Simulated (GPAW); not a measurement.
Runs of GPAW 26.7.0 on TiSe. It takes space group P6_3/mmc (No. 194, hexagonal). Conventional cell: a = 3.559 Å, b = 3.559 Å, c = 6.220 Å, α = 90.00°, β = 90.00°, γ = 120.00°. Se (site symmetry -6m2) is surrounded by 6 Ti at 2.58 Å. Ti (site symmetry -3m) has 6 Se at 2.58 Å as nearest neighbours. 

| task | level | potentials or basis | cell | k mesh | cutoff (eV) | smearing | maxiter | optimizer | fmax | max steps | convergence | gap on the mesh (eV) | pressure (GPa) | relaxed volume (Å³/atom) |
| --- | --- | --- | --- | --- | --- | --- | --- | --- | --- | --- | --- | --- | --- | --- |
| relaxation of cell and atoms | PBEsol+D3(BJ)+ATM | PAW data sets generated in the run's folder for this functional, pw | relaxed | 6 × 6 × 3 | 600 | fermi-dirac 0.05 eV | 150 | BFGS | 0.02 eV/Å | 60 | density=1e-05 forces=0.0001 | none | 0.0 | 15.95 |
| band structure | PBEsol | PAW data sets generated in the run's folder for this functional, pw | as given | 7 × 7 × 4 | 600 | fermi-dirac 0.05 eV | 150 | - | - | - | - | - | -0.7 | - |
| band structure | LDA | the program's PAW data sets (release 1.2.1) made for this functional, pw | as given | 7 × 7 × 4 | 600 | fermi-dirac 0.05 eV | 150 | - | - | - | - | - | -4.1 | - |
| single point | PBEsol | PAW data sets generated in the run's folder for this functional, pw | as given | 9 × 9 × 5 | 600 | gaussian 0.02 eV | 150 | - | - | - | - | none | -0.7 | - |
| relaxation of cell and atoms | PBEsol | PAW data sets generated in the run's folder for this functional, pw | relaxed | 6 × 6 × 3 | 600 | fermi-dirac 0.05 eV | 150 | BFGS | 0.02 eV/Å | 60 | density=1e-05 forces=0.0001 | none | 0.1 | 16.50 |
| single point | LDA | the program's PAW data sets (release 1.2.1) made for this functional, pw | as given | 7 × 7 × 4 | 500 | fermi-dirac 0.05 eV | 120 | - | - | - | default | none | (b) | - |
| single point | PBEsol | PAW data sets generated in the run's folder for this functional, pw | as given | 9 × 9 × 5 | 600 | fermi-dirac 0.05 eV | 150 | - | - | - | - | none | (a) | - |

Alike in all rows: no spin polarisation.

**Question.** Fill in the values left out.

**Answer.** (a) -0.6; (b) -3.9.

Caveats: later steps reuse the first step's grids (some runs); pairwise dispersion overbinds metals, which lowers pressure and volume (some runs); the cutoff is short for stress and forces, so pressures can be off by a GPa or more (some runs).

A k mesh can miss the band edges, and the runs leave out spin-orbit coupling on Se.

A gap of «none» marks a metal or a gap under the smearing width.

Not every run made on this cell is shown here.
